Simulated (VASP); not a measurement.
# A VASP 6.6.1 single-point calculation on ZnS

INCAR

```
METAGGA = M06L
LCHARG = .FALSE.
IBRION = -1
ISIF = 2
PREC = Accurate
NBANDS = 16
ENCUT = 520
ISMEAR = -1
LREAL = .FALSE.
NSW = 0
LWAVE = .FALSE.
EDIFF = 1E-7
LASPH = .TRUE.
SIGMA = 0.02
NELM = 54
```

KPOINTS

```
KPOINTS created by Atomic Simulation Environment
0
Gamma
8 8 8
0 0 0
```

POSCAR

```
Zn S
 1.0000000000000000
     0.0000000000000000    2.6940858314999998    2.6402041149000000
     2.6940858314999998    0.0000000000000000    2.6402041149000000
     2.6940858314999998    2.6940858314999998    0.0000000000000000
 Zn  S
   1   1
Cartesian
  0.0000000000000000  0.0000000000000000  0.0000000000000000
  1.3470429157499999  1.3470429157499999  1.3201020574499998
```

The recommended PBE PAW datasets give the neutral cell 18 valence electrons.

Command

```
mpirun -np 1 vasp_std
```

OSZICAR

```
N       E                     dE             d eps       ncg     rms          rms(c)
DAV:   1    -0.338901394006E+12   -0.33890E+12   -0.30946E+12  3184   0.159E+10
DAV:   2    -0.446694775662E+12   -0.10779E+12   -0.10089E+12  2816   0.106E+11
DAV:   3    -0.448116696852E+12   -0.14219E+10   -0.13925E+10  2968   0.131E+10
DAV:   4    -0.448152316000E+12   -0.35619E+08   -0.35590E+08  2792   0.173E+09
DAV:   5    -0.448152786236E+12   -0.47024E+06   -0.47022E+06  3200   0.335E+08    0.169E+02
DAV:   6     0.181928637233E+03    0.44815E+12   -0.72925E+04  3304   0.108E+03    0.243E+02
DAV:   7    -0.246181020746E+03   -0.42811E+03   -0.59758E+03  3304   0.408E+02    0.326E+02
DAV:   8    -0.202803055039E+03    0.43378E+02   -0.30122E+03  1904   0.327E+02    0.764E+01
DAV:   9    -0.122271170491E+08   -0.12227E+08   -0.11427E+08  3152   0.517E+04    0.149E+02
DAV:  10     0.314841749350E+03    0.12227E+08   -0.51092E+04  2720   0.157E+03    0.263E+02
...
DAV:  46     0.814001707620E+02    0.24470E+06   -0.49796E+04  2832   0.153E+03    0.227E+02
DAV:  47    -0.526284035999E+05   -0.52710E+05   -0.50242E+05  3496   0.126E+03    0.189E+02
DAV:  48     0.989259311004E+02    0.52727E+05   -0.50644E+04  2744   0.168E+03    0.255E+02
DAV:  49    -0.653891317588E+04   -0.66378E+04   -0.52149E+04  3776   0.539E+02    0.182E+02
DAV:  50    -0.123185710411E+03    0.64157E+04   -0.42156E+04  2544   0.155E+03    0.305E+02
DAV:  51    -0.139283929193E+06   -0.13916E+06   -0.12569E+06  3048   0.273E+03    0.192E+02
DAV:  52     0.764395054822E+02    0.13936E+06   -0.49039E+04  2760   0.160E+03    0.218E+02
DAV:  53    -0.428049740447E+05   -0.42881E+05   -0.40715E+05  3640   0.115E+03    0.189E+02
DAV:  54     0.652514186507E+02    0.42870E+05   -0.49498E+04  2816   0.150E+03
   1 F= 0.65251419E+02 E0= 0.65251817E+02  d E =-.797044E-03
```

Standard output (part)

```
POSCAR found type information on POSCAR ZnS
 POSCAR found :  2 types and       2 ions
 LDA part: xc-table for (None), standard interpolation
 POSCAR, INCAR and KPOINTS ok, starting setup
 WAVECAR not read
 entering main loop
|     The electronic self-consistency was not achieved in the given           |
|     number of steps (NELM). The forces and other quantities evaluated       |
|     might not be reliable so examine the results carefully. If you find     |
|     spurious results, we suggest increasing NELM, if you were close to      |
|     convergence or switching to a different ALGO or adjusting the           |
|     density mixing parameters otherwise.                                    |
```

It didn't converge.

The run took about 6.7 min on one core of a shared host (Intel Xeon Platinum 8488C) and held 0.19 GiB at most.
